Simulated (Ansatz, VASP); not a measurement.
CdS in VASP and in Ansatz

INCAR

```
SYSTEM = CdS
PREC = Accurate ; ENCUT = 520
EDIFF = 1E-6 ; ISMEAR = 0
SIGMA = 0.05 ; LREAL = .FALSE.
LASPH = .TRUE. ; NELM = 80
ALGO = Normal ; ISIF = 2
LWAVE = .FALSE. ; LCHARG = .FALSE.
GGA = PS ; NBANDS = 16
```

Contents of KPOINTS:

```
Automatic mesh
0
G
  9 9 6
  0 0 0
```

POSCAR

```
CdS
1.0
    4.1924290255      0.0000000000      0.0000000000
   -2.0962145128      3.6307500396      0.0000000000
    0.0000000000      0.0000000000      5.9960679179
Cd S
1 1
Direct
    0.0000000000      0.0000000000      0.4426919200
    0.6666666667      0.3333333333      0.4343080800
```

Input for Ansatz:

```yaml
crystal:
  lattice:
    - [4.1924290255, 0.0, 0.0]
    - [-2.0962145128, 3.6307500396, 0.0]
    - [0.0, 0.0, 5.9960679179]
  atoms:
    - { symbol: Cd, position: [0.0, 0.0, 0.44269192] }
    - { symbol: S, position: [0.6666666667, 0.3333333333, 0.43430808] }
basis:
  ecutwfc: 420
kpoints:
  mp_grid: { grid: [9, 9, 6] }
hamiltonian:
  xc: pbesol
scf:
  occupations: { method: gaussian, width: 0.05 }
output:
  forces: true
  stress: true
  eigenvalues: true
```

Alike in both runs: task single point; functional PBEsol; k mesh 9 × 9 × 6; occupations gaussian, width 0.05 eV; no spin polarisation.

|  | VASP | Ansatz |
| --- | --- | --- |
| version | VASP 6.6.1 | Ansatz 0.2.0 |
| potentials or method | VASP PAW PBE potentials, release 64 (Cd, S) | scalar-relativistic, plane waves, PAW |
| plane-wave cutoff (eV) | 520 | 420 |
| valence electrons in the cell | 18 | 26 |

VASP gave:

- gap on the k mesh at the Fermi level (eV): 1.54
- least direct gap on the mesh (eV): 1.54
- pressure (GPa): 0.1
- largest component of the traceless stress (GPa): 0.12
- rms of the force components (eV/Å): 0.002

Task: Which values does Ansatz return?

Result: gap on the k mesh at the Fermi level (eV): 1.54; least direct gap on the mesh (eV): 1.54; pressure (GPa): -0.1; largest component of the traceless stress (GPa): 0.12; rms of the force components (eV/Å): 0.004.

Atom by atom the forces differ by 0.002 eV/Å (rms over components). The two sets of potentials don't hold the same shells in valence.

Caveats: the PAW data sets were made with another functional, which shifts forces and pressure a little (VASP); an odd mesh through Γ misses points on the zone boundary, where band edges often lie. Expect the measured gap to be larger: semilocal functionals such as PBEsol lack the derivative discontinuity.
